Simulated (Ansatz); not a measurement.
ZnS, space group F-43m: relaxations under a series of pressures, run with Ansatz's Python interface.

The script reads `POSCAR`:
```text
ZnS
1.0
   0.00000000    2.70200000    2.70200000
   2.70200000    0.00000000    2.70200000
   2.70200000    2.70200000    0.00000000
Zn S
1 1
Direct
   0.25000000    0.25000000    0.25000000
   0.00000000    0.00000000    0.00000000
```

Script `compress_zns.py`:
```python
'''Volume and enthalpy of ZnS against pressure.'''

import warnings

import ansatz as az
from ase.io import read
import numpy as np
import pandas as pd

config = {
    'xc': 'pbesol',
    'cutoff': 450,
    'kmesh': (8, 8, 8),
}

def edges_and_angles(cell):
    cell = np.asarray(cell)
    a, b, c = np.linalg.norm(cell, axis=1)
    cosines = cell[1] @ cell[2] / (b * c), cell[0] @ cell[2] / (a * c), cell[0] @ cell[1] / (a * b)
    return (a, b, c, *np.degrees(np.arccos(cosines)))

warnings.simplefilter('ignore', az.DeckWarning)

atoms = read('POSCAR', format='vasp')
system = az.Crystal.from_ase(atoms)

calc = (
    system.calculation()
    .functional(config['xc'])
    .basis(config['cutoff'])
    .kpoints(*config['kmesh'])
    .occupations(az.OccupationsMethod.METHFESSEL_PAXTON, width=20 * az.meV)
)

# H = F + PV, with 1 GPa A^3 = 1/160.21766 eV
rows = []
for pressure in [0, 10, 20, 30, 40]:
    outcome = calc.relax(cell=True, pressure=pressure, force_tolerance=0.05).run()
    cell = outcome.lattice.cell_ang
    n_atoms = len(outcome.lattice.sites)
    volume = abs(np.linalg.det(cell)) / n_atoms
    enthalpy = outcome.report['free_energy_ev'] / n_atoms + pressure * volume / 160.21766
    rows.append((pressure, volume, enthalpy, *edges_and_angles(cell)))
    print(f'{pressure} GPa done: {volume:.4f} A^3/atom')

table = pd.DataFrame(rows, columns=['P_GPa', 'V_A3_atom', 'H_eV_atom', 'a', 'b', 'c', 'alpha', 'beta', 'gamma'])
print(table.round(4).to_string(index=False))
p, v = np.array([row[0] for row in rows], float), np.array([row[1] for row in rows])
print('mean bulk modulus between rows (GPa):', np.round(-np.diff(p) / np.diff(np.log(v)), 1))
```

Its results, one of them left out:

| P (GPa) | relaxed V (Å³/atom) |
| --- | --- |
| 0 | 19.200 |
| 10 | 17.365 |
| 20 | 16.168 |
| 30 | 15.287 |
| 40 | ? |

What volume does the cell relax to at 40 GPa?

Murnaghan's form V = V0 (1 + B' P / B0)^(-1/B') through the 4 rows shown gives V0 = 19.200 Å³, B0 = 81.3 GPa and B' = 3.94, and so 14.604 Å³ an atom at 40 GPa. The run gave 14.593 Å³, 0.07 % away.

What to keep in mind:
- At a fixed pressure a relaxation lowers the enthalpy F + PV, while F alone can rise.
- Of the deposited cell: the entry's cell lengths or inner coordinates differ somewhat from later room-temperature determinations.
- The structure is a deposited one; some such entries were measured under pressure or heat, so a shift against it needn't be the functional's error alone.
- Symmetry holds the cell in this phase, whether or not it is the stable one at each pressure.
- Finished in 36 s on 1 thread of Arm Neoverse V2, with other jobs on the host, peak memory 0.47 GiB.
